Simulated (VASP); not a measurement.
Input of a VASP 6.6.1 run:

The input INCAR:

```
SYSTEM = GaAs
ALGO = Normal ; EDIFF = 1E-7
EDIFFG = -0.005 ; ENCUT = 600
GGA = PS ; IBRION = 2
ISIF = 3 ; ISMEAR = 0
LASPH = .TRUE. ; LCHARG = .FALSE.
LREAL = .FALSE. ; LWAVE = .FALSE.
NELM = 80 ; NSW = 90
PREC = Accurate ; SIGMA = 0.03
```

File KPOINTS:

```
k-points
0
G
  10 10 10
  0 0 0
```

The input POSCAR:

```
GaAs                                    
1.0
    0.0000000000      2.8313993253      2.8313993253
    2.8313993253     -0.0000000000      2.8313993253
    2.8313993253      2.8313993253      0.0000000000
  Ga              As            
     1     1
Direct
     0.0000000000000000    0.0000000000000000    0.0000000000000000
     0.2500000000000000    0.2500000000000000    0.2500000000000000
```

Potentials or basis: VASP PAW PBE potentials, release 64 (Ga_d, As).

Run with:

```bash
$ cat potpaw_PBE.64/Ga_d/POTCAR potpaw_PBE.64/As/POTCAR > POTCAR
$ mpirun -np 1 vasp_std > vasp.out
```

**Question.** Estimate the band gap on the k mesh.

**Answer.** 0.42 eV, direct.

Final structure:
```
Ga As
1.0
     0.00000    2.83140    2.83140
     2.83140    0.00000    2.83140
     2.83140    2.83140    0.00000
Ga As
1 1
Cartesian
  0.0000 0.0000 0.0000
  1.4157 1.4157 1.4157
```

Caveat: the relaxation stopped at its first step, so nothing moved. A k mesh can miss the band edges.
